## Gaps of CsPbCl₃ that look better than they are

A p shell holds six electron states. Spin-orbit coupling, the interaction of an electron's spin with its orbital motion, sorts them by total angular momentum $j$ into two states with $j=1/2$ and four with $j=3/2$. To first order the average energy stays where it was, so the smaller group must move twice as far as the larger one. If the two groups end up a distance $\Delta$ apart, the pair with $j=1/2$ has gone down by $\tfrac{2}{3}\Delta$.

This count matters for CsPbCl₃ because the bottom of its conduction band consists mainly of lead 6p orbitals. In the cubic crystal the three p orbitals have the same energy at this band edge, as in a free atom, and coupling can split them in the same way. The top of the valence band is an antibonding mixture of lead 6s and chlorine 3p. It is a single orbital level, with no partner of equal energy to split from, and it stays put to first order. The whole downward shift of the conduction edge is therefore taken from the band gap.

Kohn-Sham orbital gaps of cubic CsPbCl₃ (Pm-3m, a = 5.605 Å, fixed geometry), computed with FLEUR, ABINIT and Ansatz using Fermi-Dirac smearing of 0.05 eV. The basis is given as the plane-wave cutoff in eV, or as Kmax in 1/bohr for FLEUR. Gaps are read along the band path (path) or on the k mesh of the self-consistent run (mesh).

| method | rung | program | potentials | basis | spin orbit | k mesh | gap read on | gap (eV) |
| --- | --- | --- | --- | --- | --- | --- | --- | --- |
| LDA | LDA | FLEUR | all electron | 3.95 Kmax | no | 5x5x5 5-atom cell | path | 1.748 |
| LDA | LDA | Ansatz | Ansatz PAW | 420 eV | yes | 4x4x4 5-atom cell | path | 0.511 |
| LDA | LDA | Ansatz | Ansatz PAW | 420 eV | no | 5x5x5 5-atom cell | path | 1.742 |
| PBE | GGA | Ansatz | Ansatz PAW | 420 eV | yes | 4x4x4 5-atom cell | path | 0.695 |
| PBE | GGA | ABINIT | JTH PAW PBE v2.0 | 680 eV | no | 5x5x5 5-atom cell | path | 1.940 |
| PBE | GGA | Ansatz | PseudoDojo standard | 850 eV | no | 5x5x5 5-atom cell | path | 1.940 |
| PBEsol | GGA | Ansatz | Ansatz PAW | 420 eV | yes | 4x4x4 5-atom cell | path | 0.575 |
| PBEsol | GGA | ABINIT | JTH PAW PBE v2.0 | 680 eV | no | 2x2x2 5-atom cell | mesh | 1.738 |
| PBEsol | GGA | Ansatz | Ansatz PAW | 420 eV | no | 5x5x5 5-atom cell | path | 1.803 |
| revPBE | GGA | ABINIT | JTH PAW PBE v2.0 | 680 eV | no | 5x5x5 5-atom cell | path | 2.027 |
| r2SCAN | meta-GGA | Ansatz | Ansatz PAW | 500 eV | no | 5x5x5 5-atom cell | path | 2.290 |

For the size of $\Delta$, consider an electron placed in the conduction band. It sits largely on a Pb²⁺ ion, which makes the free ion Pb⁺ with its one 6p electron a fair model. The 6p splitting of that ion is roughly 1.7 eV, a recalled figure, and the estimated loss of gap is

$$\tfrac{2}{3}\times 1.7\ \text{eV}\approx 1.1\ \text{eV}.$$

The computed loss in LDA is 1.23 eV, so the estimate, which uses no row of the table, falls short by about a tenth. Closer agreement would mean little, since the crystal mixes some chlorine 3s into the lead orbitals and lets them interact with other bands.

The numbers also show that the loss hardly depends on the functional. It is 1.23 eV in PBEsol as well, and 1.25 eV in PBE, where the potentials change along with the coupling. This is what an effect seated in the lead atom should do, because the coupling arises close to the nucleus, where the functionals differ little in their effect on it. The coupled runs use a slightly coarser mesh than their partners, but even the much coarser 2x2x2 run discussed below is off by only a twentieth of this loss.

Compare this with what the choice of functional can do. Without coupling, the path gaps rise from LDA through PBEsol, PBE and revPBE to r2SCAN, by 0.55 eV in all. Leaving out the coupling thus changes the LDA gap more than twice as much as going from the lowest to the highest functional. The differences between functionals survive, however: PBE lies about 0.2 eV above LDA with and without coupling. Runs without coupling can put LDA, PBEsol and PBE in the same order as runs with it and still give gaps that are far off.

A second error of similar size comes from where the gap is read. A program computes the electron density on a regular mesh of wave vectors, and it can report the gap found on those same points. In this crystal both band edges lie at R, the corner of the Brillouin zone, halfway along each of the three reciprocal axes. A mesh that starts at the zone centre and divides each axis into $n$ steps contains the halfway point only if $n$ is even. With five divisions the nearest point lies at two fifths, one tenth of a reciprocal vector short on every axis.

That small miss costs about 1 eV. In every run with five divisions, the gap on the mesh is 1.01 to 1.06 eV wider than the gap along the band path, which passes through R. In the runs with four divisions the two readings agree. The output printed after this text sets them side by side.

The bands are this steep because of the way orbitals on neighbouring atoms meet. At R the wave changes sign from one lead atom to the next. A chlorine p orbital between two lead atoms also has lobes of opposite sign, so it mixes fully with the lead 6s orbitals, and their antibonding combination is pushed to its highest energy. For the lead 6p orbitals the same change of sign forbids mixing with chlorine p, and the conduction band is at its lowest. Away from R the first effect weakens and the second restriction is lifted, so the valence band falls, the conduction band rises and the gap opens from both sides.

Both errors act in the same direction, and this makes them hard to spot by comparison with experiment. The measured gap is roughly 3 eV, again a recalled figure. PBE gives 0.695 eV with coupling, 1.940 eV without it, and 2.96 eV if the gap without coupling is read on the odd mesh. The agreement improves with each mistake, and the reading that looks best contains both.

The most complete of these PBE treatments therefore shows the real weakness of the method most clearly. Differences between Kohn-Sham orbital energies from such functionals are generally too small as gaps, because they omit a jump in the exact exchange-correlation potential when an electron is added. The r2SCAN functional depends on the orbitals through their kinetic-energy density and can recover part of that jump, which fits its place at the top of the series. Its 2.290 eV still lacks spin-orbit coupling, so its nearness to experiment is no measure of its quality. The crystal model adds to the deficit, since the octahedra of real CsPbCl₃ are tilted at room temperature, which widens the gap, while the calculation holds them straight.

One row warns that an even mesh is not enough. The PBEsol run on a 2x2x2 mesh contains R, yet its gap is 0.065 eV below the PBEsol value on the path, and it even slips just under LDA. A likely cause is that so few points give a poor electron density and hence a poor potential. Program and potentials change in the same step, and the potentials were made for PBE, not PBEsol, so the table does not isolate the mesh. The programs themselves are a less likely cause, since ABINIT and Ansatz agree for PBE to the digits shown when both use five divisions, and for LDA the all-electron program differs from Ansatz by only 0.006 eV.

A gap in a lead halide should therefore be checked in a fixed order before it is compared with experiment. First see whether spin-orbit coupling was included, then whether the points used for the reading contain the band edge, and then whether a denser mesh for the electron density leaves the gap at that edge unchanged. Only the disagreement that remains after these checks should be charged to the functional and to the model of the crystal.

The analysis program printed:

```
Gap in the table and gap on the mesh:
     row  spin orbit (1 yes)  mesh divisions  miss of R per axis (reciprocal vectors)  table gap (eV)  mesh gap (eV)  mesh less table (eV)
     LDA                   0               5                                      0.1           1.748          2.808                  1.06
     LDA                   1               4                                        0           0.511         0.5106              -0.00039
     LDA                   0               5                                      0.1           1.742          2.804                 1.062
     PBE                   1               4                                        0           0.695         0.6955               0.00047
     PBE                   0               5                                      0.1            1.94          2.961                 1.021
     PBE                   0               5                                      0.1            1.94           2.96                  1.02
  PBEsol                   1               4                                        0           0.575         0.5753               0.00031
  PBEsol                   0               2                                        0           1.738          1.738              -1.1e-05
  PBEsol                   0               5                                      0.1           1.803          2.854                 1.051
  revPBE                   0               5                                      0.1           2.027          3.034                 1.007
  r2SCAN                   0               5                                      0.1            2.29          3.301                 1.011
Drop of the gap by spin-orbit coupling in LDA (eV): 1.231
Drop of the gap by spin-orbit coupling in PBEsol (eV): 1.228
Drop of the gap by spin-orbit coupling in PBE, potentials differ (eV): 1.245
Part of the PBE gap removed by spin-orbit coupling (percent): 64.18
Spread of functionals without coupling, r2SCAN less LDA (eV): 0.548
LDA drop by coupling over that spread (ratio): 2.246
PBE less LDA without coupling (eV): 0.198
PBE less LDA with coupling (eV): 0.184
r2SCAN less PBE without coupling (eV): 0.35
FLEUR less Ansatz in LDA without coupling (eV): 0.006
ABINIT less Ansatz in PBE without coupling (eV): 0
PBEsol on 2x2x2 less PBEsol on the path (eV): -0.065
PBEsol on 2x2x2 less LDA on the path (eV): -0.004
PBE mesh gap without coupling less PBE path gap with coupling (eV): 2.265
Estimated drop from the free Pb+ ion (eV): 1.133
```
